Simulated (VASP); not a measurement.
Set up this calculation in VASP 6.6.1, as the native input.

| Item | Value |
| --- | --- |
| Task | band structure |
| Functional | HSE06 |
| Potentials or basis | VASP PAW PBE potentials, release 64 (In_d, As) |
| Cutoff | 520 eV |
| k mesh | 6 × 6 × 6 |
| Occupations | fermi-dirac, width 0.02 eV |
| Spin | no spin polarisation |
| Grid for exact exchange (PRECFOCK) | Fast |
| Screening parameter | 0.2 1/A |
| Further INCAR settings | ALGO = Normal; EDIFF = 1e-07 |

Crystal: InAs.

```
CELL_PARAMETERS angstrom
0.00000 3.02900 3.02900
3.02900 0.00000 3.02900
3.02900 3.02900 0.00000
ATOMIC_POSITIONS crystal
In 0.00000 0.00000 0.00000
As 0.25000 0.25000 0.25000
```

The input as run:

POSCAR

```
InAs
1.0
    0.0000000000      3.0290000000      3.0290000000
    3.0290000000      0.0000000000      3.0290000000
    3.0290000000      3.0290000000      0.0000000000
In As
1 1
Direct
    0.0000000000      0.0000000000      0.0000000000
    0.2500000000      0.2500000000      0.2500000000
```

INCAR.step1

```
SYSTEM = InAs
ALGO = Normal
EDIFF = 1E-5
ENCUT = 520
GGA = PE
ISIF = 2
ISMEAR = -1
LASPH = .True.
LCHARG = .False.
LREAL = .False.
LWAVE = .True.
NELM = 80
PREC = Accurate
SIGMA = 0.02
```

INCAR.step2

```
SYSTEM = InAs
ALGO = Normal
EDIFF = 1E-7
ENCUT = 520
GGA = PE
HFSCREEN = 0.2
ISIF = 2
ISMEAR = -1
ISTART = 1
LASPH = .True.
LCHARG = .False.
LHFCALC = .True.
LREAL = .False.
LWAVE = .False.
NELM = 80
PREC = Accurate
PRECFOCK = Fast
SIGMA = 0.02
```

KPOINTS

```
k-points
0
Gamma
  6 6 6
  0 0 0
```

KPOINTS_OPT

```
path GXWKGLUWLK,UX
10
line-mode
reciprocal
 0.0000000000  0.0000000000  0.0000000000  G
 0.5000000000  0.0000000000  0.5000000000  X

 0.5000000000  0.0000000000  0.5000000000  X
 0.5000000000  0.2500000000  0.7500000000  W

 0.5000000000  0.2500000000  0.7500000000  W
 0.3750000000  0.3750000000  0.7500000000  K

 0.3750000000  0.3750000000  0.7500000000  K
 0.0000000000  0.0000000000  0.0000000000  G

 0.0000000000  0.0000000000  0.0000000000  G
 0.5000000000  0.5000000000  0.5000000000  L

 0.5000000000  0.5000000000  0.5000000000  L
 0.6250000000  0.2500000000  0.6250000000  U

 0.6250000000  0.2500000000  0.6250000000  U
 0.5000000000  0.2500000000  0.7500000000  W

 0.5000000000  0.2500000000  0.7500000000  W
 0.5000000000  0.5000000000  0.5000000000  L

 0.5000000000  0.5000000000  0.5000000000  L
 0.3750000000  0.3750000000  0.7500000000  K

 0.6250000000  0.2500000000  0.6250000000  U
 0.5000000000  0.0000000000  0.5000000000  X
```

Potentials or basis: VASP PAW PBE potentials, release 64 (In_d, As).

The run is started by

```sh
$ cat potpaw_PBE.64/In_d/POTCAR potpaw_PBE.64/As/POTCAR > POTCAR
$ cp INCAR.step1 INCAR
$ mpirun -np 1 vasp_std > vasp.out
$ cp INCAR.step2 INCAR
$ mpirun -np 1 vasp_std > vasp.out
```

It gave:

```
Pressure                : 1.3 GPa
Band gap on the k mesh  : 0.52 eV, direct
Band gap along the path : 0.52 eV, direct
```

Caveat: the PAW data sets were made with another functional, which shifts forces and pressure a little; spin-orbit coupling is left out, which moves the levels of the heavy elements.

Wall time 83 min on 1 thread of Intel(R) Xeon(R) Platinum 8488C (Sapphire Rapids), with other jobs on the host, peak memory 0.38 GiB.
